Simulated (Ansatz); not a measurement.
# MnAs: the cost of one run

Computed with Ansatz 0.2.0 (DFT PBE+U, PAW, plane waves, scalar-relativistic; U − J = 3.9 eV on Mn d, unless a step's input says otherwise).

**1. The system as given**

It takes space group Pnma (No. 62, orthorhombic). The conventional cell has a = 5.723 Å, b = 3.672 Å, c = 6.367 Å, α = 90.00°, β = 90.00°, γ = 90.00°. Around As (site symmetry m) lie 6 Mn at 2.51 to 2.61 Å. Around Mn (site symmetry m) lie 6 As at 2.51 to 2.61 Å and 2 Mn at 2.88 Å.

Coordinates:

```
As Mn
1.0
     5.72320    0.00000    0.00000
     0.00000    3.67230    0.00000
     0.00000    0.00000    6.36700
As Mn
4 4
Direct
  0.27450 0.25000 0.91840
  0.22550 0.75000 0.41840
  0.77450 0.25000 0.58160
  0.72550 0.75000 0.08160
  0.99530 0.25000 0.22290
  0.50470 0.75000 0.72290
  0.49530 0.25000 0.27710
  0.00470 0.75000 0.77710
```

Atoms are counted from 1 in the order of input.yaml (Mn8 and so on).

Known so far: 10 plain starts ended in 5 states. The lowest came from “spin on, no moments given (the program may seed its own), plain SCF”: ferromagnetic, site moments Mn5 4.00, Mn6 4.00, Mn7 4.00, Mn8 4.00 μB, total 16.00 μB per cell, no gap on the k-mesh, free energy -35014.2376 eV.

Runs to come: parallel moments, default search for lower states; opposed moments ++--, default search for lower states; whole orbital fillings typed, symmetry off, plain SCF; the moments typed in its input, symmetry off, plain SCF; the moments typed in its input, standard search for lower states.

“Plain SCF” means no search for lower states. The default search lets the program follow hints of a lower state (another filling of open shells, a soft direction), where it sees any. The standard and full searches may also try other magnetic orders and fillings, and need not reach the lowest state. With a search on, the program may also reshape the start on open shells. 

The total moment includes the space between the atomic spheres.

**2. Parallel moments, default search for lower states**

The input, input.yaml:

```yaml
crystal:
  lattice:
    - [5.7232, 0.0, 0.0]
    - [0.0, 3.6723, 0.0]
    - [0.0, 0.0, 6.367]
  atoms:
    - { symbol: As, position: [0.2745, 0.25, 0.9184] }
    - { symbol: As, position: [0.2255, 0.75, 0.4184] }
    - { symbol: As, position: [0.7745, 0.25, 0.5816] }
    - { symbol: As, position: [0.7255, 0.75, 0.0816] }
    - { symbol: Mn, position: [0.9953, 0.25, 0.2229], spin: 4.5 }
    - { symbol: Mn, position: [0.5047, 0.75, 0.7229], spin: 4.5 }
    - { symbol: Mn, position: [0.4953, 0.25, 0.2771], spin: 4.5 }
    - { symbol: Mn, position: [0.0047, 0.75, 0.7771], spin: 4.5 }
magnetization:
  spin_polarized: true
hamiltonian:
  xc: pbe
  pseudopotentials: { kind: paw }
  hubbard: { sites: [{ species: Mn, l: d, u_eff: 3.9 }] }
basis:
  ecutwfc: 420
kpoints:
  mp_grid: { grid: [4, 6, 4] }
scf:
  occupations: { method: fermi_dirac, width: 0.1 }
output:
  forces: true
  stress: true
```

Run with:

```bash
> ansatz run input.yaml --threads 2 --pin off --max-ram 5120MiB --backend cpu --events-out ev --progress --plain --runs-dir out
```

**Question.** How long does this run take on 2 threads of Arm Neoverse V2, shared host, and how much memory does it need?

About 59 s, with a peak of 0.97 GiB.
